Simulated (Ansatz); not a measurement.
# SrO: energies, forces and stress near the listed structure

How do energy, forces, pressure and gap of SrO change under random distortions, swapped elements, distortions that keep the symmetry? Each case is one self-consistent run.

Method: DFT PBE, scalar-relativistic, plane waves, PAW, in Ansatz 0.2.0.

1 further run of the same task is left out (set aside as unsound or not needed).

### 1 The system as given

It takes space group Fm-3m (No. 225, cubic). Conventional cell: a = 5.140 Å, b = 5.140 Å, c = 5.140 Å, α = 90.00°, β = 90.00°, γ = 90.00°. Sr (site symmetry m-3m) is surrounded by 6 O at 2.57 Å. Around O (site symmetry m-3m) lie 6 Sr at 2.57 Å.

Structure file:

```
Sr O
1.0
     0.00000    2.56980    2.56980
     2.56980    0.00000    2.56980
     2.56980    2.56980    0.00000
Sr O
1 1
Direct
  0.00000 0.00000 0.00000
  0.50000 0.50000 0.50000
```

The structure comes from the Crystallography Open Database.

### 2 One element swapped, cell strained: O → Te, first probe

Against the listed cell: Te takes all sites of O, and lengths are scaled by 1.166 as a first guess of the size; strain xx, yy, zz, yz, xz, xy = -3.6, -3.6, -3.6, +0.0, +0.0, +0.0 %.

input.yaml reads:

```yaml
crystal:
  lattice:
    - [0.0, 2.8877402639, 2.8877402639]
    - [2.8877402639, 0.0, 2.8877402639]
    - [2.8877402639, 2.8877402639, 0.0]
  atoms:
    - { symbol: Sr, position: [0.0, 0.0, 0.0] }
    - { symbol: Te, position: [0.5, 0.5, 0.5] }
basis:
  ecutwfc: 420
kpoints:
  mp_grid: { grid: [6, 6, 6] }
hamiltonian:
  xc: pbe
scf:
  occupations: { method: gaussian, width: 0.1 }
output:
  forces: true
  stress: true
  eigenvalues: true
```

### 3 One element swapped, cell strained: O → Te

input.yaml: that of step 2 with these lines changed.

```diff
@@ -11,3 +11,3 @@
 kpoints:
-  mp_grid: { grid: [6, 6, 6] }
+  mp_grid: { grid: [12, 12, 12] }
 hamiltonian:
```

### 4 A distortion that keeps the symmetry

input.yaml reads:

```yaml
crystal:
  lattice:
    - [0.0, 2.469783384, 2.469783384]
    - [2.469783384, 0.0, 2.469783384]
    - [2.469783384, 2.469783384, 0.0]
  atoms:
    - { symbol: Sr, position: [0.0, 0.0, 0.0] }
    - { symbol: O, position: [0.5, 0.5, 0.5] }
basis:
  ecutwfc: 420
kpoints:
  mp_grid: { grid: [8, 8, 8] }
hamiltonian:
  xc: pbe
scf:
  occupations: { method: gaussian, width: 0.02 }
output:
  forces: true
  stress: true
  eigenvalues: true
```

### 5 One element swapped, cell strained: Sr → Ba, first probe

input.yaml reads:

```yaml
crystal:
  lattice:
    - [0.0, 2.6272846537, 2.6272846537]
    - [2.6272846537, 0.0, 2.6272846537]
    - [2.6272846537, 2.6272846537, 0.0]
  atoms:
    - { symbol: Ba, position: [0.0, 0.0, 0.0] }
    - { symbol: O, position: [0.5, 0.5, 0.5] }
basis:
  ecutwfc: 420
kpoints:
  mp_grid: { grid: [6, 6, 6] }
hamiltonian:
  xc: pbe
scf:
  occupations: { method: gaussian, width: 0.1 }
output:
  forces: true
  stress: true
  eigenvalues: true
```

### 6 Substitution of an element, cell strained: Sr → Ba

input.yaml: that of step 5 with these lines changed.

```diff
@@ -11,3 +11,3 @@
 kpoints:
-  mp_grid: { grid: [6, 6, 6] }
+  mp_grid: { grid: [10, 10, 10] }
 hamiltonian:
@@ -15,3 +15,3 @@
 scf:
-  occupations: { method: gaussian, width: 0.1 }
+  occupations: { method: gaussian, width: 0.02 }
 output:
@@ -20 +20,2 @@
   eigenvalues: true
+  populations: true
```

### 7 A random distortion, cell strained

input.yaml reads:

```yaml
crystal:
  lattice:
    - [0.01721766, 2.563067124, 2.56234758]
    - [2.529402744, 0.028935948, 2.550629292]
    - [2.563581084, 2.585527176, -0.005242392]
  atoms:
    - { symbol: Sr, position: [0.0057494747, 0.006006304, 0.0083839209] }
    - { symbol: O, position: [0.4942505253, 0.493993696, 0.4916160791] }
basis:
  ecutwfc: 420
kpoints:
  mp_grid: { grid: [8, 8, 8] }
hamiltonian:
  xc: pbe
scf:
  occupations: { method: gaussian, width: 0.02 }
output:
  forces: true
  stress: true
  eigenvalues: true
```

### 8 Substitution of an element, cell strained: Sr → Ca, first probe

input.yaml reads:

```yaml
crystal:
  lattice:
    - [0.0, 2.4769459778, 2.4769459778]
    - [2.4769459778, 0.0, 2.4769459778]
    - [2.4769459778, 2.4769459778, 0.0]
  atoms:
    - { symbol: Ca, position: [0.0, 0.0, 0.0] }
    - { symbol: O, position: [0.5, 0.5, 0.5] }
basis:
  ecutwfc: 420
kpoints:
  mp_grid: { grid: [6, 6, 6] }
hamiltonian:
  xc: pbe
scf:
  occupations: { method: gaussian, width: 0.1 }
output:
  forces: true
  stress: true
  eigenvalues: true
```

### 9 Substitution of an element, cell strained: Sr → Ca

input.yaml: that of step 8 with these lines changed.

```diff
@@ -11,3 +11,3 @@
 kpoints:
-  mp_grid: { grid: [6, 6, 6] }
+  mp_grid: { grid: [8, 8, 8] }
 hamiltonian:
@@ -15,3 +15,3 @@
 scf:
-  occupations: { method: gaussian, width: 0.1 }
+  occupations: { method: gaussian, width: 0.02 }
 output:
```

### 10 A random distortion, cell strained

input.yaml reads:

```yaml
crystal:
  lattice:
    - [0.004985412, 2.479831302, 2.465029254]
    - [2.492885886, 0.000873732, 2.469140934]
    - [2.491857966, 2.482915062, 0.001901652]
  atoms:
    - { symbol: Sr, position: [0.0043758269, 0.0026597401, -0.0100494202] }
    - { symbol: O, position: [0.4956241731, 0.4973402599, 0.5100494202] }
basis:
  ecutwfc: 420
kpoints:
  mp_grid: { grid: [8, 8, 8] }
hamiltonian:
  xc: pbe
scf:
  occupations: { method: gaussian, width: 0.02 }
output:
  forces: true
  stress: true
  eigenvalues: true
```

What does the calculation give? Wanted: for each run, case; energy; pressure; largest force.

As calculated:

```
step                                                case  energy (meV/atom)  pressure (GPa)  largest force (eV/Å)  gap on the mesh (eV)
   3          one element swapped, cell strained: O → Te                n/a            37.5                  0.00                  0.00
   4                a distortion that keeps the symmetry               +0.0            18.0                  0.00                  3.19
   6  substitution of an element, cell strained: Sr → Ba                n/a            18.3                  0.00                  1.37
   7                  a random distortion, cell strained              -96.0             5.4                  0.30                  3.36
   9  substitution of an element, cell strained: Sr → Ca                n/a            -6.8                  0.00                  3.66
  10                  a random distortion, cell strained              -14.4            16.4                  0.21                  3.19
```

Energies are counted from step 4, with the smearing taken to zero. Other atoms or functionals have another zero of energy (n/a). A gap of 0.00 means none on the mesh at this level.

In words: Among the distorted cells of the listed formula and level the largest force, 0.30 eV/Å, comes in step 7, shared by 2 atoms. Among the distorted cells of the listed formula and level the gap runs from 3.19 eV to 3.36 eV. These runs have no spin-orbit coupling; with Te it would split and shift bands.

These are semilocal Kohn-Sham gaps, which aren't the measured quantity. Such gaps usually fall short of the measured ones; spin-orbit coupling, left out here, narrows gaps with Te, so the two errors partly cancel.
